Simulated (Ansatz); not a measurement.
In2O3: a ladder of calculations

Cell of run 1: a structure deposited in the COD, ions relaxed with PBE at fixed cell.

```yaml
crystal:
  lattice:
    - [-5.06000, 5.06000, 5.06000]
    - [5.06000, -5.06000, 5.06000]
    - [5.06000, 5.06000, -5.06000]
  atoms:
    - { symbol: In, position: [0.50006, 0.50006, 0.50006] }
    - { symbol: In, position: [0.50000, 0.00000, 0.99994] }
    - { symbol: In, position: [0.99994, 0.50000, 0.00000] }
    - { symbol: In, position: [0.00000, 0.99994, 0.50000] }
    - { symbol: In, position: [0.25000, 0.21623, 0.96623] }
    - { symbol: In, position: [0.75000, 0.28377, 0.53377] }
    - { symbol: In, position: [0.96623, 0.25000, 0.21623] }
    - { symbol: In, position: [0.53377, 0.75000, 0.28377] }
    - { symbol: In, position: [0.21623, 0.96623, 0.25000] }
    - { symbol: In, position: [0.28377, 0.53377, 0.75000] }
    - { symbol: In, position: [0.25000, 0.71630, 0.46630] }
    - { symbol: In, position: [0.75000, 0.78370, 0.03370] }
    - { symbol: In, position: [0.46630, 0.25000, 0.71630] }
    - { symbol: In, position: [0.03370, 0.75000, 0.78370] }
    - { symbol: In, position: [0.71630, 0.46630, 0.25000] }
    - { symbol: In, position: [0.78370, 0.03370, 0.75000] }
    - { symbol: O, position: [0.45418, 0.46386, 0.22744] }
    - { symbol: O, position: [0.73642, 0.22674, 0.27256] }
    - { symbol: O, position: [0.04582, 0.27326, 0.00969] }
    - { symbol: O, position: [0.76358, 0.03614, 0.49031] }
    - { symbol: O, position: [0.22744, 0.45418, 0.46386] }
    - { symbol: O, position: [0.27256, 0.73642, 0.22674] }
    - { symbol: O, position: [0.00969, 0.04582, 0.27326] }
    - { symbol: O, position: [0.49031, 0.76358, 0.03614] }
    - { symbol: O, position: [0.46386, 0.22744, 0.45418] }
    - { symbol: O, position: [0.22674, 0.27256, 0.73642] }
    - { symbol: O, position: [0.27326, 0.00969, 0.04582] }
    - { symbol: O, position: [0.03614, 0.49031, 0.76358] }
    - { symbol: O, position: [0.77256, 0.54577, 0.53609] }
    - { symbol: O, position: [0.50968, 0.23647, 0.96391] }
    - { symbol: O, position: [0.72744, 0.26353, 0.77320] }
    - { symbol: O, position: [0.99032, 0.95423, 0.72680] }
    - { symbol: O, position: [0.53609, 0.77256, 0.54577] }
    - { symbol: O, position: [0.96391, 0.50968, 0.23647] }
    - { symbol: O, position: [0.77320, 0.72744, 0.26353] }
    - { symbol: O, position: [0.72680, 0.99032, 0.95423] }
    - { symbol: O, position: [0.54577, 0.53609, 0.77256] }
    - { symbol: O, position: [0.23647, 0.96391, 0.50968] }
    - { symbol: O, position: [0.26353, 0.77320, 0.72744] }
    - { symbol: O, position: [0.95423, 0.72680, 0.99032] }
```

Sites (sets of like atoms) are named by element and the number of their first atom in this list.

All runs are DFT with Ansatz 0.2.0 (plane waves and PAW, scalar-relativistic unless spin–orbit coupling is named, Γ-centred meshes, Fermi–Dirac smearing where given) in this cell.

Run 1: PBE, atoms relaxed; 420 eV, 3×3×3 k-points, smearing 0.02 eV.
Run 2: r2SCAN, at the relaxed atoms; 500 eV, 3×3×3 k-points, smearing 0.02 eV.
Run 3: PBE with spin–orbit coupling, at the relaxed atoms; 420 eV, 3×3×3 k-points, smearing 0.02 eV.
Run 4: PBE, gradients read without the response of the cores, at the relaxed atoms; 420 eV, 3×3×3 k-points, smearing 0.02 eV.

```tsv
run	In1 V_zz (η)	In5 V_zz (η)	O V_zz (η)
1	8.36 (0.00)	5.28 (0.96)	-2.51 (0.43)
2	?	?	?
3	8.30 (0.00)	5.24 (0.95)	-2.51 (0.43)
4	7.60 (0.00)	4.74 (0.92)	-2.57 (0.43)
```

V_zz in 10²¹ V/m².

Q: Estimate the row of run 2.

A: In1: 8.28 (0.00); In5: 5.24 (0.94); O: -2.51 (0.26). It lies nearest to run 1, from whose tensors on these sites it differs by 0.21 at most (largest principal value of the difference, on O). Taken one at a time, the response of the cores moves the tensors on these sites by up to 0.76 (largest principal value of the change, on In1), the functional (r2SCAN with its higher cutoff) by 0.21 (O), spin–orbit coupling by 0.06 (In1).

The database positions were far from equilibrium, so the relaxed structure may not be the compound's real one. The cell isn't the equilibrium one in runs 1, 3, 4 (calculated pressure 8, 8, 8 GPa), and the entry's cell may itself be off.
